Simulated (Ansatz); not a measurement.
CrO2: a run of Ansatz with trial settings.

```yaml
crystal:
  lattice:
    - [1.4899679969, 0.8602334241, 4.7899538005]
    - [-1.4899679969, 0.8602334241, 4.7899538005]
    - [0.0, -1.7204668482, 4.7899538005]
  atoms:
    - { symbol: Cr, position: [0.5, 0.5, 0.5] }
    - { symbol: O, position: [0.769082, 0.769082, 0.769082] }
    - { symbol: O, position: [0.230918, 0.230918, 0.230918] }
basis: {}
kpoints:
  mp_grid: { grid: [6, 6, 6] }
hamiltonian:
  xc: rpbe
scf:
  occupations: { method: cold, width: "0.01 Ry" }
  n_extra_bands: 20
output:
  forces: true
  stress: true
  eigenvalues: true
```

Command:

```bash
ansatz run input.yaml --threads 1 --pin off --max-ram 1331MiB --backend cpu --events-out ev --progress --plain --runs-dir out
```

Output, shortened (HF is the Harris–Foulkes energy, dr2 the density residual in eV):

```text
basis.fft_grid_basis auto: the FFT boxes are laid along the combinations [[1, 0, -1], [0, 1, -1], [0, 0, 1]] of the cell's own vectors, 2.980, 2.980 and 5.090 Å long. The dense box has 20×20×36 points. Along the cell's own vectors, as sized, it would have 36×36×36, 3.24 times as many. Of the 12 symmetry operations that the crystal satisfies within crystal.symmetry.tolerance (time reversal apart …
scf.n_extra_bands = 20 over 13 filled bands (N_el = 26.0): the run solves 33 bands
Pseudopotential: Cr, paw, valence charge 14, recommended cutoff 420 eV (normal)
Pseudopotential: O, paw, valence charge 6, recommended cutoff 420 eV (normal)
Crystal: 3 atoms, lattice volume = 36.836 Å³
Basis set: ecut = 420 eV, 695 PW (Γ), FFT grids on a1−a3, a2−a3, a3, exchange–correlation on 40×40×72 points (8 copies of the dense FFT grid, shifted against one another)
Bands: 33, of which v1, the nominal top of the filled ones, is band 13 counted from 1 (12 counted from 0)
Symmetry: 12 space group operations
Space group: R-3m (ITA 166), of the structure as read, at distance tolerance 3.3e-5 Å
k-points: 32 of 216
PAW frozen core: Cr, regenerated for the run's functional, and the local potential with it (the file was generated under x = pbe(κ = 0.804, μ = 0.2195), c = pbe(β = 0.0667))
PAW frozen core: O, regenerated for the run's functional, and the local potential with it (the file was generated under x = pbe(κ = 0.804, μ = 0.2195), c = pbe(β = 0.0667))
Initial density: superposition of atomic densities, corrected by the library's trained network
SCF iter   1: HF=-4520.119942 eV  Δρ=2.23e-2  dr2=8.12e-2
SCF iter   2: HF=-4520.161902 eV  S|Δr|=    0.00e0  Δρ=3.94e-2  dr2=2.09e-1  recentre
SCF iter   3: HF=-4520.116880 eV  S|Δr|=    0.00e0  Δρ=1.34e-2  dr2=3.01e-2
SCF iter   4: HF=-4520.113017 eV  S|Δr|=    0.00e0  Δρ=1.78e-3  dr2=1.01e-3
SCF iter   5: HF=-4520.113011 eV  S|Δr|=    0.00e0  Δρ=8.84e-4  dr2=1.87e-4
SCF iter   6: HF=-4520.112995 eV  S|Δr|=    0.00e0  Δρ=2.71e-4  dr2=1.60e-5
SCF iter   7: HF=-4520.112983 eV  S|Δr|=    0.00e0  Δρ=2.82e-5  dr2=2.62e-7
SCF iter   8: F=-4520.112983 eV  HF=-4520.112983 eV  S|Δr|=    0.00e0  Δρ=1.03e-5  dr2=2.16e-8
SCF 1 converged in 8 iterations: F = -4520.112983 eV  dr2 = 2.16e-8
SCF converged after 8 iterations
Stability not checked: this state was not tested for a lower state beside it, because cold or Methfessel-Paxton smearing, or corrected tetrahedra, fill the levels in a way that the test cannot read (fill_not_monotonic; see scf.lower_state_search)
Free energy (F): -4520.112983 eV
E sigma→0 (E₀):  -4520.105643 eV
Entropy (-TS):   -0.022018 eV (-7.339 meV/atom)
Fermi energy:    7.256790 eV
--- Forces (eV/Å), atoms counted from 1 ---
  atom   1  Cr     0.00000000     0.00000000     0.00000000
  atom   2  O     -0.00000000     0.00000000     0.28853492
  atom   3  O      0.00000000    -0.00000000    -0.28853492
--- Stress (GPa, compression-positive) ---
      -11.918085       0.000000      -0.000000
        0.000000     -11.918085       0.000000
       -0.000000       0.000000      -0.405719
  P = ⅓ Tr σ = -8.0806 GPa (-80.806 kbar)
```

Settings here are deliberately varied, not converged. Forces of this functional on these PAW sets can be off by 10 %.